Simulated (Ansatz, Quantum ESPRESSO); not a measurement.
# SiC [001], wurtzite: pulling along c

The c axis is held at a set length while the cell relaxes sideways. How do the lateral strain and the stress follow? The strained cell has c along the load; unstrained it is a = 3.0759 Å, b = 3.0759 Å, c = 5.0477 Å, α = 90.00°, β = 90.00°, γ = 120.00°, with 4 atoms.

Calculated with Ansatz 0.2.0, PBEsol, PAW files of the set soft_1, cutoff 600 eV, Fermi–Dirac smearing 0.02 eV, k-mesh 10×10×6, no spin polarisation, no spin-orbit coupling.

Relaxed positions at 0 %:

```csv
atom,x,y,z
Si,0.3333,0.6667,0.0009
Si,0.6667,0.3333,0.5009
C,0.6667,0.3333,0.1251
C,0.3333,0.6667,0.6251
```

```
ε_c (%)   a (Å)   c (Å)  ε_a (%)  σ (GPa, tension positive)
     −3  3.0860  4.8962    0.327                     −16.59
     −2  3.0823  4.9467    0.208                     −10.96
     −1  3.0790  4.9972    0.099                      −5.42
      0  3.0759  5.0477    0.000                       0.00
      1  3.0732  5.0982   −0.089                       5.25
      3  3.0686  5.1991   −0.239                      15.18
```

**Question.** Fit both responses and give the free strain and the stress at +2 %, a row left out above.

Least squares with y = y0 + y1 ε + y2 ε² (ε in %) gives ε_a = 0.000 + (−0.0943) ε + (0.0049) ε² and σ = −0.01 + (5.302) ε + (−0.078) ε² GPa. The linear terms put the ratio of free to applied strain at −0.094 and the Young modulus at 530 GPa.

At +2 % the free strain comes out as −0.169 %. The run itself gives −0.167 %, so the estimate misses by 0.002 %, more than the largest misfit of the fitted rows (0.000 %).

The stress comes out as 10.28 GPa. The run itself gives 10.33 GPa, so the estimate misses by 0.05 GPa; the fitted rows themselves lie up to 0.04 GPa off the law.

The negative ε² term means that the crystal stiffens in compression and softens in tension.

The same fit over all rows at other levels or in other programs gives the strain ratio = −0.091 with PBEsol (Quantum ESPRESSO, PseudoDojo) and −0.094 with PBEsol (Quantum ESPRESSO, GBRV).

[Logs are printed without paths, hosts, clocks, repeated set-up lines and the standing remarks that a program may print on its own settings, such as how far it seeks lower states.]
